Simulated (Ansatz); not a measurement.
## How far is PAW off for MgTe?

```
Mg Te
1.0
     4.54000    0.00000    0.00000
    -2.27000    3.93176    0.00000
     0.00000    0.00000    7.39500
Mg Te
2 2
Cartesian
  0.0000 2.6212 0.0000
  2.2700 1.3106 3.6975
  0.0000 2.6212 2.7361
  2.2700 1.3106 6.4336
```

Atom numbers follow the list: Mg1, Mg2, Te3, Te4.

The cell is COD entry 1538744, as deposited and not checked against the literature; nothing was relaxed.

No spin–orbit coupling, which matters for the heavy atoms here.

Methods: DFT, PBEsol, PAW with Ansatz's default frozen-core files, scalar-relativistic (Ansatz 0.2.0); DFT, PBEsol, all-electron PAW with datasets made for the crystal, scalar-relativistic (Ansatz 0.2.0); DFT, PBEsol, all-electron LAPW, scalar-relativistic (Ansatz 0.2.0).

For PAW: a Γ-centred 10×10×6 k mesh, Fermi–Dirac smearing of 0.05 eV, cutoff 420 eV, no spin polarisation; the PAW files were made with PBE, and the program remakes their frozen cores for this functional. The crystal-made all-electron datasets (AE datasets) take a cutoff of 220 eV at this cell. LAPW targets a basis error of 1 meV/atom. The Ansatz runs share mesh, smearing and spin set-up. Plane-wave (PAW) pressures include the program's estimate of the Pulay term.

Stress and pressure are positive in compression.

Levels count from the top of the valence band.

| quantity | PAW | AE datasets | LAPW |
| --- | --- | --- | --- |
| pressure (GPa) | 0.45 | 0.44 | 0.44 |
| stress xx (GPa) | 0.08 | 0.07 | 0.07 |
| stress zz (GPa) | 1.19 | 1.18 | 1.19 |
| force on Mg1, z (eV/Å) | -0.214 | -0.214 | -0.214 |
| force on Te3, z (eV/Å) | 0.214 | 0.214 | 0.214 |
| band gap (eV) | 2.417 | 2.418 | 2.418 |
| highest filled level at M (eV) | -0.444 | -0.444 | -0.444 |
| lowest empty level at M (eV) | 3.091 | 3.090 | 3.090 |
| highest filled level at A (eV) | -0.264 | -0.264 | -0.264 |
| lowest empty level at A (eV) | 3.456 | 3.457 | 3.456 |
| highest filled level at H (eV) | -0.697 | -0.697 | -0.697 |
| lowest empty level at H (eV) | 3.825 | 3.825 | 3.825 |

PAW's pressure differs from the LAPW value by about 0.01 GPa or less. Datasets made for the crystal and LAPW share parts of one code, so their agreement isn't an independent check.
